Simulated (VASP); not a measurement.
# KCl (Pm-3m) in VASP: notebook

Runs on KCl. Level: PBE. Tasks: single point.

Program: VASP 6.6.1. These are calculated values, not measurements. Logs are shortened: lines on timing, memory, paths and dates and some standing lists are left out, and cuts for length are marked.

## (1) The crystal as given

The structure is cubic, space group Pm-3m (No. 221). Conventional cell: a = 3.839 Å, b = 3.839 Å, c = 3.839 Å, α = 90.00°, β = 90.00°, γ = 90.00°. K (site symmetry m-3m) is surrounded by 8 Cl at 3.32 Å. Around Cl (site symmetry m-3m) lie 8 K at 3.32 Å.

Measurements of this composition are mostly on another form, of space group No. 225.

## (2) Single point, PBE

Contents of INCAR:

```
SYSTEM = KCl
PREC = Accurate ; ENCUT = 800
EDIFF = 1E-6 ; ISMEAR = 0
SIGMA = 0.05 ; LREAL = .False.
LASPH = .False. ; NELM = 100
ALGO = Normal ; ISIF = 2
LWAVE = .False. ; LCHARG = .False.
GGA = PE ; NBANDS = 15
ADDGRID = .False.
```

Contents of KPOINTS:

```
regular mesh
0
Gamma
  4 4 4
  0 0 0
```

Contents of POSCAR:

```
KCl
1.0
    3.8391960000      0.0000000000      0.0000000000
    0.0000000000      3.8391960000      0.0000000000
    0.0000000000      0.0000000000      3.8391960000
K Cl
1 1
Direct
    0.0405710000      0.0040460000      0.0049320000
    0.5021390000      0.4938510000      0.4988730000
```

Potentials or basis: VASP PAW PBE potentials, release 64 (K_sv, Cl_h).

The run is started by

```console
cat potpaw_PBE.64/K_sv/POTCAR potpaw_PBE.64/Cl_h/POTCAR > POTCAR
mpirun -np 1 vasp_std > vasp.out
```

OUTCAR:

```text
SYSTEM = KCl
   PREC = Accurate
   ENCUT = 800
   EDIFF = 1E-6
   ISMEAR = 0
   LREAL = .False.
   LASPH = .False.
   NELM = 100
   ISIF = 2
   GGA = PE

 Found     36 irreducible k-points:

 Following reciprocal coordinates:
            Coordinates               Weight
  0.000000  0.000000  0.000000      1.000000
  0.250000  0.000000  0.000000      2.000000
  0.000000  0.250000  0.000000      2.000000
  0.000000  0.000000  0.250000      2.000000
  0.500000  0.000000  0.000000      1.000000
  0.000000  0.500000  0.000000      1.000000
   k-points           NKPTS =     36   k-points in BZ     NKDIM =     36   number of bands    NBANDS=     15
   number of dos      NEDOS =    301   number of ions     NIONS =      2
   total plane-waves  NPLWV =  46656
   dimension x,y,z NGX =    36 NGY =   36 NGZ =   36
   dimension x,y,z NGXF=    72 NGYF=   72 NGZF=   72
   ions per type =               1   1
   NGX,Y,Z   is equivalent  to a cutoff of  15.59, 15.59, 15.59 a.u.
   NGXF,Y,Z  is equivalent  to a cutoff of  31.18, 31.18, 31.18 a.u.
 SYSTEM =  KCl
   PREC   = accura    normal or accurate (medium, high low for compatibility)
   ISTART =      0    job   : 0-new  1-cont  2-samecut
   ICHARG =      2    charge: 1-file 2-atom 10-const
   ISPIN  =      1    spin polarized calculation?
   LNONCOLLINEAR =      F non collinear calculations
   LSORBIT =      F    spin-orbit coupling
   LASPH  =      F    aspherical Exc in radial PAW
   ENCUT  =  800.0 eV  58.80 Ry    7.67 a.u.   8.85  8.85  8.85*2*pi/ulx,y,z
   NELM   =    100;   NELMIN=  2; NELMDL= -5     # of ELM steps
   EDIFF  = 0.1E-05   stopping-criterion for ELM
   LREAL  =      F    real-space projection
   EDIFFG = 0.1E-04   stopping-criterion for IOM
   NSW    =      0    number of steps for IOM
   IBRION =     -1    ionic relax: 0-MD 1-quasi-New 2-CG
   NFREE  =      0    steps in history (QN), initial steepest desc. (CG)
   ISIF   =      2    stress and relaxation
   ISYM   =      2    0-nonsym 1-usesym 2-fastsym
   POTIM  = 0.5000    time-step for ionic-motion
   TEBEG  =    0.0;   TEEND  =   0.0 temperature during run
   PSTRESS=    0.0 pullay stress
   NELECT =      16.0000    total number of electrons
   NUPDOWN=      -1.0000    fix difference up-down
   EMIN   =  10.00;   EMAX   =-10.00  energy-range for DOS
   EFERMI =   0.00;   METHOD = LEGACY
   ISMEAR =     0;   SIGMA  =   0.05  broadening in eV -4-tet -1-fermi 0-gaus
   EFERMI_NEDOS =   21; number of points for ismear=-14 and -15
   IALGO  =     38    algorithm
   IMIX   =      4    mixing-type and parameters
     AMIX     =   0.40;   BMIX     =  1.00
     AMIX_MAG =   1.60;   BMIX_MAG =  1.00
  volume/ion in A,a.u.               =      28.29       190.94
  Fermi-wavevector in a.u.,A,eV,Ry     =   1.074504  2.030517 15.708715  1.154558
  Thomas-Fermi vector in A             =   2.210334
   LORBIT       =      0    0 simple, 1 ext, 2 COOP (PROOUT), +10 PAW based schemes
   GGA     = PE    functional components
   LHFCALC =     F    Hartree Fock is set to
   AEXX    =    0.0000 exact exchange contribution
   IVDW    =     0    specifies the selected vdW correction
   LEPSILON=     F    determine dielectric tensor
   LRPA    =     F    only Hartree local field effects (RPA)
 non-spin polarized calculation
 Gauss-broadening in eV      SIGMA  =   0.05
  energy-cutoff  :      800.00
  volume of cell :       56.59
 maximum number of plane-waves:      2945
   NGX = 17   NGY = 17   NGZ = 17

 number of electron      16.0000000 magnetization

 Free energy of the ion-electron system (eV)
  ---------------------------------------------------
  ext. energy  EPLUGINS =         0.00000000
  ---------------------------------------------------
  free energy    TOTEN  =        -6.64708669 eV

  energy without entropy =       -6.64708669  energy(sigma->0) =       -6.64708669

 E-fermi :  -0.3440     XC(G=0):  -8.0890

 val. band max:       -0.5988402515   @ k =   0.0000   0.5000   0.5000
 cond. band min:       4.2007812984   @ k =   0.0000   0.0000   0.0000
 fundamental gap:      4.7996215499
 Fermi energy:        -0.3440118388

 k-point     1 :       0.0000    0.0000    0.0000
  band No.  band energies     occupation
      1     -28.6487      2.00000
      2     -13.1713      2.00000
      3     -12.0364      2.00000
      4     -12.0362      2.00000
      5     -12.0308      2.00000
      6      -0.8067      2.00000
      7      -0.8029      2.00000
      8      -0.8017      2.00000
      9       4.2008      0.00000
     10       5.9634      0.00000
     11       6.0179      0.00000
     12      10.0184      0.00000
     13      10.0570      0.00000
     14      10.0580      0.00000
     15      12.7451      0.00000

 k-point     2 :       0.2500    0.0000    0.0000
  band No.  band energies     occupation
      1     -28.6393      2.00000
      2     -13.2553      2.00000
      3     -12.0221      2.00000
      4     -12.0212      2.00000
      5     -11.9630      2.00000
      6      -1.6758      2.00000
      7      -0.8046      2.00000
      8      -0.8043      2.00000
      9       5.4135      0.00000
     10       6.4479      0.00000
     11       7.0620      0.00000
     12       9.8768      0.00000
     13       9.8782      0.00000
     14      10.2860      0.00000
     15      11.2169      0.00000

 k-point     3 :       0.0000    0.2500    0.0000
  band No.  band energies     occupation
      1     -28.6392      2.00000
      2     -13.2591      2.00000
      3     -12.0299      2.00000
      4     -12.0210      2.00000
      5     -11.9510      2.00000
      6      -1.6761      2.00000
      7      -0.8077      2.00000
      8      -0.8005      2.00000
      9       5.4099      0.00000
     10       6.4711      0.00000
     11       7.0154      0.00000
     12       9.8591      0.00000
     13       9.8700      0.00000
     14      10.3215      0.00000
     15      11.1234      0.00000

 k-point     4 :       0.0000    0.0000    0.2500
  band No.  band energies     occupation
      1     -28.6392      2.00000
      2     -13.2593      2.00000
      3     -12.0301      2.00000
      4     -12.0211      2.00000
      5     -11.9504      2.00000
      6      -1.6761      2.00000
      7      -0.8075      2.00000
      8      -0.8007      2.00000
      9       5.4097      0.00000
     10       6.4721      0.00000
     11       7.0131      0.00000
     12       9.8572      0.00000
     13       9.8707      0.00000
     14      10.3232      0.00000
     15      11.1189      0.00000

 k-point     5 :       0.5000    0.0000    0.0000
  band No.  band energies     occupation
      1     -28.6298      2.00000
      2     -13.3415      2.00000
      3     -12.0063      2.00000
      4     -12.0061      2.00000
      5     -11.8880      2.00000
      6      -2.3472      2.00000
      7      -0.8079      2.00000
      8      -0.8070      2.00000
      9       7.1082      0.00000
     10       7.2800      0.00000
     11       7.6621      0.00000
     12       9.4932      0.00000
     13       9.8683      0.00000
     14       9.9210      0.00000
     15      10.6107      0.00000

 k-point     6 :       0.0000    0.5000    0.0000
  band No.  band energies     occupation
      1     -28.6297      2.00000
      2     -13.3487      2.00000
      3     -12.0092      2.00000
      4     -12.0056      2.00000
      5     -11.8772      2.00000
      6      -2.3487      2.00000
      7      -0.8141      2.00000
      8      -0.7974      2.00000
      9       7.0829      0.00000
     10       7.2854      0.00000
     11       7.6257      0.00000
     12       9.2055      0.00000
     13       9.9031      0.00000
     14      10.2539      0.00000
     15      10.5916      0.00000

 [... further k-points ...]

------------------------ aborting loop because EDIFF is reached ----------------------------------------

  FORCE on cell =-STRESS in cart. coord.  units (eV):
  Direction    XX          YY          ZZ          XY          YZ          ZX
  --------------------------------------------------------------------------------------
  -------------------------------------------------------------------------------------
  Total        0.0446739      0.0545258      0.0547259      0.0247977      0.0041953      0.0147735
  in kB        1.2648623      1.5438023      1.5494672      0.7021021      0.1187814      0.4182857
  external PRESSURE =       1.4527106 kB  Pullay stress =       0.0000000 kB

 VOLUME and BASIS-vectors are now :
 -----------------------------------------------------------------------------
  energy-cutoff  :      800.00
  volume of cell :       56.59
      direct lattice vectors                 reciprocal lattice vectors
     3.839196000  0.000000000  0.000000000     0.260471203  0.000000000  0.000000000
     0.000000000  3.839196000  0.000000000     0.000000000  0.260471203  0.000000000
     0.000000000  0.000000000  3.839196000     0.000000000  0.000000000  0.260471203

 POSITION                                       TOTAL-FORCE (eV/Angst)
 -----------------------------------------------------------------------------------
      0.15576      0.01553      0.01893        -0.096470     -0.027885     -0.016646
      1.92781      1.89599      1.91527         0.096470      0.027885      0.016646
 -----------------------------------------------------------------------------------
    total drift:                               -0.000049      0.000104      0.000084

  FREE ENERGIE OF THE ION-ELECTRON SYSTEM (eV)
  ---------------------------------------------------
  free  energy   TOTEN  =        -6.6470866886 eV

  energy  without entropy=       -6.6470866886  energy(sigma->0) =       -6.64708669
```

Run time: 20 s. Hardware: 1 thread of Intel Xeon 6975P-C (Granite Rapids), shared host; peak memory 0.23 GiB.

These settings aren't checked as converged: the numbers below hold their error.

What came out:

```
Free energy            : -6.6471 eV
Pressure               : 0.1 GPa
Largest force          : 0.102 eV/Å
Band gap on the k mesh : 4.80 eV, indirect (least direct gap 5.00 eV)
```

## (3) Single point, PBE

Contents of INCAR:

```
SYSTEM = KCl
PREC = Normal ; ENCUT = 800
EDIFF = 1E-4 ; ISMEAR = 0
SIGMA = 0.05 ; LREAL = Auto
LASPH = .True. ; NELM = 100
ALGO = Normal ; ISIF = 2
LWAVE = .False. ; LCHARG = .False.
GGA = PE ; NBANDS = 15
ADDGRID = .False.
```

KPOINTS is that of step 2.

Contents of POSCAR:

```
KCl
1.0
    3.8391960000      0.0000000000      0.0000000000
    0.0000000000      3.8391960000      0.0000000000
    0.0000000000      0.0000000000      3.8391960000
K Cl
1 1
Direct
    0.0000000000      0.0000000000      0.0000000000
    0.5000000000      0.5000000000      0.5000000000
```

Potentials or basis: VASP PAW PBE potentials, release 64 (K_sv, Cl_h).

The run is started by

```console
cat potpaw_PBE.64/K_sv/POTCAR potpaw_PBE.64/Cl_h/POTCAR > POTCAR
mpirun -np 1 vasp_std > vasp.out
```

Run time: 4.6 s. Hardware: 1 thread of Intel Xeon 6975P-C (Granite Rapids), shared host; peak memory 0.16 GiB.

The run converged, but some of its settings lie outside the range that counts as converged, so its numbers aren't taken as properties of the crystal.

What came out:

```
Free energy            : -6.6567 eV
Pressure               : -0.1 GPa
Band gap on the k mesh : 4.79 eV, indirect (least direct gap 4.99 eV)
```

## (4) Single point, PBE

INCAR is that of step 3.

KPOINTS is that of step 3.

Contents of POSCAR:

```
KCl
1.0
    3.8391960000      0.0000000000      0.0000000000
    0.0000000000      3.8391960000      0.0000000000
    0.0000000000      0.0000000000      3.8391960000
K Cl
1 1
Direct
    0.0405710000      0.0040460000      0.0049320000
    0.5021390000      0.4938510000      0.4988730000
```

The run is started by

```console
cat potpaw_PBE.64/K_sv/POTCAR potpaw_PBE.64/Cl_h/POTCAR > POTCAR
mpirun -np 1 vasp_std > vasp.out
```

Run time: 13 s. Hardware: 1 thread of Intel Xeon 6975P-C (Granite Rapids), shared host; peak memory 0.17 GiB.

These settings aren't checked as converged: the numbers below hold their error.

What came out:

| Property | Result |
| --- | --- |
| Free energy | -6.6484 eV |
| Pressure | 0.0 GPa |
| Largest force | 0.108 eV/Å |
| Band gap on the k mesh | 4.80 eV, indirect (least direct gap 5.00 eV) |
